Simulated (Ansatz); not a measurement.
The system is Ge.

```
Ge
1.0
     0.00000    2.82891    2.82891
     2.82891    0.00000    2.82891
     2.82891    2.82891    0.00000
Ge
2
Direct
  0.75000 0.75000 0.75000
  0.50000 0.50000 0.50000
```

| Property | Result |
| --- | --- |
| Program | Ansatz 0.2.0 |
| Task | relaxation of cell and atoms |
| Functional | BLYP |
| Dispersion | D4 |
| Potentials or basis | Ansatz PAW |
| Cutoff | 420 eV (not typed: the program's choice for these potentials) |
| k mesh | 8 × 8 × 8 |
| Occupations | fermi-dirac, width 0.05 eV |
| Spin | no spin polarisation |

At the start: volume 22.64 Å³/atom.

Where does the relaxation end?

It ends after 5 steps and the volume is 23.60 Å³/atom (+4.3 %); space group Fd-3m (No. 227, to 0.05 Å).

Step by step:
```csv
step,energy change (eV),largest force (eV/Å),volume (Å³)
1,0.0000,0.0000,45.28
2,-0.0144,0.0000,46.73
3,-0.0152,0.0000,47.17
4,-0.0152,0.0000,47.21
5,-0.0155,0.0000,47.21
```

Final structure:
```yaml
crystal:
  lattice:
    - [0.00000, 2.86856, 2.86856]
    - [2.86856, 0.00000, 2.86856]
    - [2.86856, 2.86856, 0.00000]
  atoms:
    - { symbol: Ge, position: [0.75000, 0.75000, 0.75000] }
    - { symbol: Ge, position: [0.50000, 0.50000, 0.50000] }
```

The cell as given is a measured one (22.64 Å³/atom); BLYP+D4 puts the equilibrium volume +4.3 % from it, thermal expansion not counted.

Caveat: the plane-wave basis is chosen anew once the cell has moved, so the energies of steps on either side of that aren't comparable; the PAW data sets come from PBE, with cores solved anew for the run's functional, which leaves a small shift of forces and pressure.
